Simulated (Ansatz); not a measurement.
**TaN: pressure against volume, fitted**

```yaml
crystal:
  lattice:
    - [0.00000, 2.17900, 2.17900]
    - [2.17900, 0.00000, 2.17900]
    - [2.17900, 2.17900, 0.00000]
  atoms:
    - { symbol: Ta, position: [0.50000, 0.50000, 0.50000] }
    - { symbol: N, position: [0.00000, 0.00000, 0.00000] }
```

Atom numbers follow the list: Ta1, N2.

The geometry is COD entry 2310957, unchecked; take it as a test cell.

Spin–orbit coupling is left out, though it moves levels of the heavy atoms by tenths of an eV or more.

These are results of Ansatz 0.2.0, DFT, PBE, all-electron LAPW, scalar-relativistic, not measurements.

The runs use a Γ-centred 9×9×9 k mesh, Fermi–Dirac smearing of 0.02 eV, basis error target 0.5 meV/atom, no spin polarisation.

The cell is scaled evenly. Fractional coordinates are held (clamped ions).

```tsv
V (Å³/atom)	P (GPa)
9.725	41.98
9.730	41.71
9.932	31.85
10.139	22.73
10.243	18.52
10.346	14.51
10.449	10.72
10.553	7.11
10.967	-5.59
```

Problem. Fit a third-order Birch–Murnaghan curve to the pressures.

Solution. P = (3B0/2)(y^(7/2) − y^(5/2))[1 + (3/4)(B0′ − 4)(y − 1)] with y = (V0/V)^(2/3) fits within 0.01 GPa for V0 = 10.774 Å³/atom, B0 = 327.8 GPa and B0′ = 4.35.

Problem. Predict the pressure at the withheld volume, 10.760 Å³/atom.

Solution. There y = 1.0009, so the fit gives 0.43 GPa; the run gave 0.43 GPa.
